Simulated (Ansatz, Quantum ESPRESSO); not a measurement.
# NaH (Fm-3m): phonons by linear response, part 2 of 2

Wanted: phonon bands, density of states and zone-centre response of NaH (Fm-3m).

Quantum ESPRESSO 7.5; DFT PBE, scalar-relativistic, plane waves, SSSP efficiency pseudopotentials.

So far. Step 8 (Sums over the zone): At 300 K the heat capacity has reached 70 % of the Dulong-Petit value. Step 9 (Modes with the sum rule): The rule moves no optical mode by more than 0.1 cm⁻¹. The relaxed cell has a = 4.837 Å (conventional setting).

## (12) Modes along a direction of q (1 0 0) (continued)

Zone-centre frequencies as printed; negative means imaginary. Modes:

| mode | frequency (cm⁻¹) |
| --- | --- |
| 1 | 0 |
| 2 | 0 |
| 3 | 0 |
| 4 | 492.5 |
| 5 | 492.5 |
| 6 | 888.1 |

The field moves one mode, from 492 to 888 cm⁻¹; the others stay.

## (13) The dispersion under another sum rule (asr all)

The sum rule corrects the force constants themselves, so it can shift branches at any wavevector, low ones most.

Input file matdyn.in:

```
&INPUT
  asr              = 'all'
  flfrc            = 'x.fc'
  flfrq            = 'x.freq'
  flvec            = 'x.modes'
  q_in_band_form   = .true.
  q_in_cryst_coord = .true.
/
8
  0.0000000   0.0000000   0.0000000   8  ! GAMMA
  0.0000000   0.5000000   0.5000000   8  ! X
  0.0000000   0.6250000   0.3750000   1  ! U
 -0.3750000   0.3750000  -0.0000000   8  ! K
  0.0000000   0.0000000   0.0000000   8  ! GAMMA
  0.0000000   0.5000000  -0.0000000   8  ! L
 -0.2500000   0.5000000   0.2500000   8  ! W
  0.0000000   0.5000000   0.5000000   1  ! X
```

The run is started by

```
matdyn.x -in matdyn.in > matdyn.out
```

Elapsed: 0.59 s, on 1 thread of AMD EPYC 9R45, shared host.

At the labelled points the branches move by no more than 0.2 cm⁻¹. The log warns that this rule wants the long-range part of the force constants stored apart (write_lr, read_lr) in a polar crystal, which was not done.

## (14) The same in Ansatz

The same cell goes through another code, with its own cutoff. The potentials differ. Its k mesh is centred on Γ.

This step: DFT PBE, scalar-relativistic, plane waves, PseudoDojo norm-conserving pseudopotentials (Ansatz 0.2.0).

Input file input.yaml:

```yaml
crystal:
  lattice:
    - [-2.4186809153, 0.0, 2.4186809153]
    - [0.0, 2.4186809153, 2.4186809153]
    - [-2.4186809153, 2.4186809153, 0.0]
  atoms:
    - { symbol: Na, position: [0.0, 0.0, 0.0] }
    - { symbol: H, position: [0.5, 0.5, 0.5] }
kpoints:
  mp_grid: { grid: [8, 8, 8] }
hamiltonian:
  xc: pbe
  pseudopotentials: { kind: nc, accuracy: standard }
scf:
  occupations: { method: fixed }
output:
  eigenvalues: true
phonons:
  method: dfpt
  dielectric: true
  rigid_motions: translations
  qmesh: [4, 4, 4]
  temperatures: { t_max: 1000, t_step: 50 }
  qpath:
    path:
      - [[0.0, 0.0, 0.0], [0.0, 0.5, 0.5], [0.0, 0.625, 0.375]]
      - [[-0.375, 0.375, 0.0], [0.0, 0.0, 0.0], [0.0, 0.5, 0.0], [-0.25, 0.5, 0.25], [0.0, 0.5, 0.5]]
    npoints: 12
```

The run is started by

```
ansatz run input.yaml --threads 4 --pin off --max-ram 8192MiB --backend cpu --events-out ev --progress --plain --runs-dir out
```

Elapsed: 34 s, on 4 threads; peak memory 1.3 GiB.

Numbers from this step:

- gap on the k-mesh: 3.761 eV
- sum-rule residual before enforcement: 0.01917 eV/Å²
- miss of the charge sum rule: 6.53e-5 e
- mean frequency: 420.8 cm⁻¹
- Debye temperature (second moment): 946 K
- logarithmic mean frequency: 311.8 cm⁻¹
- highest optical zone-centre mode (no LO-TO term): 490.4 cm⁻¹
- lowest optical zone-centre mode: 490.4 cm⁻¹
- mean high-frequency dielectric constant: 3.126
- largest Born charge in size (third of the trace): 0.975 e
- mean static dielectric constant: 10.24
- highest mode moved by the LO-TO term: 887.8 cm⁻¹
- lowest mode on the q mesh (acoustic ones at the zone centre apart): 88.86 cm⁻¹
- zero-point energy per atom: 78.26 meV

Transverse modes. Lines of the infrared spectrum (strongest = 100):

| position (cm⁻¹) | label | IR intensity ((D/Å)²/amu), degenerate modes summed, relative |
| --- | --- | --- |
| 490 | T1u | 100 |

## (15) The two compared: QE SSSP and Ansatz, PseudoDojo

Numbers from this step:

```
root-mean-square difference             : 1.16 cm⁻¹
largest difference                      : 2.03 cm⁻¹
root-mean-square difference on the path : 1.1 cm⁻¹
largest difference on the path          : 2.1 cm⁻¹
```

The 12 of 45 modes that differ most. Frequencies side by side:

| q (reciprocal lattice) | mode | QE SSSP (cm⁻¹) | Ansatz, PseudoDojo (cm⁻¹) |
| --- | --- | --- | --- |
| 0 0 0 | 4 | 492.5 | 490.4 |
| 0 0 0 | 5 | 492.5 | 490.4 |
| 0 0 0 | 6 | 492.5 | 490.4 |
| 0 0 0.25 | 4 | 531.3 | 529.5 |
| 0 0 0.25 | 5 | 531.3 | 529.5 |
| 0 0 -0.5 | 4 | 565.5 | 563.8 |
| 0 0 -0.5 | 5 | 565.5 | 563.8 |
| 0 0.25 0.25 | 4 | 591.2 | 589.5 |
| 0 0.25 0.25 | 5 | 591.2 | 589.5 |
| 0 0.25 -0.5 | 4 | 618.2 | 616.6 |
| 0 0.25 -0.25 | 4 | 560.7 | 559 |
| 0 -0.5 -0.5 | 4 | 666 | 664.5 |

The two runs side by side. Further quantities:

| quantity | QE SSSP | Ansatz, PseudoDojo |
| --- | --- | --- |
| mean ε∞ | 3.132 | 3.126 |
| largest Born charge in size (e; the first before, the second after the charge sum rule) | 0.975 | 0.975 |

The interpolated bands of the two lie on top of each other.

At the solved wavevectors the largest difference (acoustic modes at Γ apart) is 0.2 % of the highest mode.

## (16) What came out

```
space group after relaxation                                       : Fm-3m
volume per atom                                                    : 14.1 Å³
gap on the k-mesh                                                  : 3.76 eV
highest optical zone-centre mode (no LO-TO term)                   : 492.5 cm⁻¹
highest mode moved by the LO-TO term                               : 888.1 cm⁻¹
mean high-frequency dielectric constant                            : 3.13
largest Born charge in size (third of the trace)                   : 0.975 e
mean static dielectric constant                                    : 10.2
q mesh                                                             : 4×4×4
lowest mode on the q mesh (acoustic ones at the zone centre apart) : 89.2 cm⁻¹
zero-point energy per atom                                         : 78.5 meV
heat capacity at 300 K                                             : 17.3 J/(mol atoms K)
vibrational entropy at 300 K                                       : 19.6 J/(mol atoms K)
imaginary modes on the q mesh                                      : none
largest difference from Ansatz, PseudoDojo                         : 2.03 cm⁻¹
```

In words: NaH (Fm-3m) is dynamically stable on the 4×4×4 mesh; its spectrum reaches 888 cm⁻¹. At the PBE level the optical modes of NaH (Fm-3m) at the zone centre (no LO-TO term) lie at 492 cm⁻¹. Along the directions run, the highest mode that the macroscopic field moves lies at 888 cm⁻¹. Lattice motion raises the mean dielectric constant from 3.132 to 10.19. The Lyddane-Sachs-Teller relation holds: (ωLO/ωTO)² is 3.25 and ε₀/ε∞ is 3.25. QE SSSP and Ansatz, PseudoDojo differ by 1.2 cm⁻¹ in the root mean square and by 2.0 cm⁻¹ at most, 0.2 % of the highest mode compared (acoustic modes at Γ left out; ph.x's values are those before the sum rule); the two use different potentials, and the cell was not relaxed for the second set. These are harmonic frequencies at zero temperature: anharmonic shifts and linewidths and thermal expansion are left out.

[Host names and launcher messages were left out of these logs when they were recorded.]

[Logs are printed without paths, hosts, clocks, repeated set-up lines and the standing remarks that a program may print on its own settings, such as how far it seeks lower states.]

[Hosts, paths, dates, database ids (printed as entryN), source tags and the programs' standing remarks are cut or masked in the printed files.]
